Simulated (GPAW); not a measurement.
**Ti: single point with PBE**

Crystal: Ti.

```
CELL_PARAMETERS angstrom
-1.64100 1.64100 1.64100
1.64100 -1.64100 1.64100
1.64100 1.64100 -1.64100
ATOMIC_POSITIONS crystal
Ti 0.00000 0.00000 0.00000
```

This isn't the form of Ti at room conditions, which is hcp.

```yaml
Program: GPAW 26.7.0
Task: single point
Functional: PBE
Potentials_or_basis: GPAW PAW data sets (gpaw-data 1.2.1)
Cutoff: 600 eV
Basis: pw
k_mesh: 11 × 11 × 11
Occupations: fermi-dirac, width 0.05 eV
Spin: no spin polarisation
Maxiter: 150
```

```
Pressure               : -3.0 GPa
Band gap on the k mesh : none (metal or under the smearing width)
```

Levels at points of the mesh, in eV from the Fermi level:
```
           k point  band 4  band 5  band 6  band 7  band 8  band 9
(0.00, 0.00, 0.00)  -32.42   -5.88    0.99    0.99    0.99    2.70
```

Run time: 6.8 s on 1 thread of Intel(R) Xeon(R) 6975P-C (Granite Rapids) (shared host), peak memory 0.14 GiB.
